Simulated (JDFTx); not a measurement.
The system is GaP.

```xyz
2
Lattice="0.0000 2.7252 2.7252 2.7252 0.0000 2.7252 2.7252 2.7252 0.0000" Properties=species:S:1:pos:R:3 pbc="T T T"
Ga    0.0000    0.0000    0.0000
P     4.0879    4.0879    4.0879
```

Base run:

| Item | Value |
| --- | --- |
| Program | JDFTx 1.7.0 (patched build) |
| Functional | BLYP |
| Potentials or basis | PseudoDojo-SR-PBE-0.5-standard |
| Cutoff | 1088 eV |
| Density cutoff | 8708 eV |
| k mesh | 8 × 8 × 8 |
| Occupations | fermi-dirac, width 0.05 eV |
| Spin | no spin polarisation |

Its results: band gap on the k mesh 1.66 eV, indirect (least direct gap 1.71 eV); pressure 6.0 GPa.

Task: The run is repeated on the same cell with these changes: functional from BLYP to TASK; potentials or basis from PseudoDojo-SR-PBE-0.5-standard to SG15-PBE-1.2. What comes out?

Result: Band gap on the k mesh 2.13 eV, indirect (least direct gap 2.23 eV); pressure 0.6 GPa.

Caveats: the potentials were made for another functional, which shifts forces and pressure; the empty levels aren't tightly converged (some runs).

A k mesh can miss the band edges.
